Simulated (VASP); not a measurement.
# TiAl: restarted molecular dynamics, 2 variants

TiAl, P-6m2 (no. 187), 8 atoms in the cell. PBE, molecular dynamics; PAW potentials Ti, Al (PBE set).

| Restart from | Temperature at the end (K) | The same without a restart (K) | Potential energy at the end (eV/atom) | The same without a restart (eV/atom) | Electronic steps in the first step after the restart | Time (s) |
|---|---|---|---|---|---|---|
| CONTCAR with velocities, WAVECAR read | 545.0 | 545.0 | -5.87565 | -5.87565 | 5 | 168 |
| CONTCAR with velocities, no WAVECAR | 545.0 | 545.0 | -5.87565 | -5.87565 | 19 | 174 |

Limits: 120 fs of 8 atoms are too short for converged averages; the cell is only 4.7 Å across, so each atom moves in step with near copies of itself.

## Input of the first row

INCAR.step1:
```
SYSTEM = TiAl
GGA      = PE             ! functional
PREC     = Normal         ! precision mode
ENCUT    = 240            ! plane-wave cutoff, eV
EDIFF    = 1E-6           ! SCF threshold, eV
NELMIN   = 4            
NELM     = 60             ! most SCF steps
ALGO     = Fast           ! electronic algorithm
LREAL    = Auto         
LASPH    = .True.         ! aspherical terms in the spheres
ISMEAR   = -1             ! smearing method
SIGMA    = 0.05           ! smearing width, eV
ISYM     = 0            
LWAVE    = .True.         ! write WAVECAR
LCHARG   = .False.        ! write CHGCAR
IBRION   = 0              ! ionic algorithm
NSW      = 30             ! ionic steps
POTIM    = 2.0            ! step
TEBEG    = 1000         
ISIF     = 2              ! what is computed and relaxed
RANDOM_SEED= 49948 0 0    
MDALGO   = 4            
NHC_NCHAINS= 3            
NHC_PERIOD= 30           
KPAR     = 2             
```

INCAR.step2, as INCAR.step1 but for:
```
- LWAVE = .True.
+ LWAVE = .False.
```

KPOINTS:
```
k-points
0
Gamma
  3 3 3
```

POSCAR.step1:
```
TiAl
1.0
    5.7345244654      0.0000000000      0.0000000000
   -2.8672622326      4.9662438656      0.0000000000
    0.0000000000      0.0000000000      4.6780830000
Ti Al
4 4
Direct
    0.0000000000      0.0000000000      0.0000000000
    0.0000000000      0.5000000000      0.0000000000
    0.5000000000      0.0000000000      0.0000000000
    0.5000000000      0.5000000000      0.0000000000
    0.1666666666      0.3333333334      0.5000000000
    0.1666666667      0.8333333334      0.5000000000
    0.6666666666      0.3333333334      0.5000000000
    0.6666666667      0.8333333334      0.5000000000
```

Commands (each step's output is kept before the next begins):
```
cat potpaw_PBE.64/Ti/POTCAR potpaw_PBE.64/Al/POTCAR > POTCAR
cp INCAR.step1 INCAR
cp POSCAR.step1 POSCAR
mpirun -np 2 vasp_std > vasp.out
cp CONTCAR POSCAR
cp INCAR.step2 INCAR
mpirun -np 2 vasp_std > vasp.out
```

Changes of the last row against the first:
```
(step 1)
- LWAVE = True
+ LWAVE = False
```

VASP 6.6.1 took 168 s on 2 cores (Intel Xeon 6975P-C (Granite Rapids)), a shared host.
